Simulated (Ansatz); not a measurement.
Crystal: CdSe.

```
Cd Se
1.0
     0.00000    2.87396    2.87396
     2.87396    0.00000    2.87396
     2.87396    2.87396    0.00000
Cd Se
1 1
Cartesian
  0.0000 0.0000 0.0000
  2.8740 2.8740 2.8740
```

Measurements of this composition are mostly on another form, of space group No. 186.

- Program: Ansatz 0.2.0
- Task: relaxation of cell and atoms
- Functional: HF
- Potentials or basis: Ansatz PAW
- Cutoff: 420 eV (not typed: the program's choice for these potentials)
- k mesh: 4 × 4 × 4
- Occupations: fermi-dirac, width 0.05 eV
- Spin: no spin polarisation

At the start: volume 23.74 Å³/atom.

Problem. How do energy, volume and symmetry change on relaxing?

Solution. It ends after 7 steps and the volume is 25.17 Å³/atom (+6.0 %); space group Fm-3m (No. 225, to 0.05 Å).

Step by step:
```csv
step,energy change (eV),largest force (eV/Å),volume (Å³)
1,0.0000,0.0000,47.48
2,0.0099,0.0000,52.90
3,-0.0208,0.0000,50.65
4,-0.0222,0.0000,50.39
5,-0.0344,0.0000,50.39
6,-0.0346,0.0000,50.34
7,-0.0346,0.0000,50.34
```

Final structure:
```
Cd Se
1.0
     0.00000    2.93071    2.93071
     2.93071    0.00000    2.93071
     2.93071    2.93071    0.00000
Cd Se
1 1
Direct
  0.00000 0.00000 0.00000
  0.50000 0.50000 0.50000
```

Caveat: the k mesh is coarse (spacing up to 0.47 Å⁻¹), so the values aren't converged, least of all with exact exchange; the plane-wave basis is chosen anew once the cell has moved, so the energies of steps on either side of that aren't comparable; the pressure holds a Pulay correction of +0.7 GPa for the finite cutoff; the PAW data sets come from PBE, with cores solved anew for the run's functional, which leaves a small shift of forces and pressure.
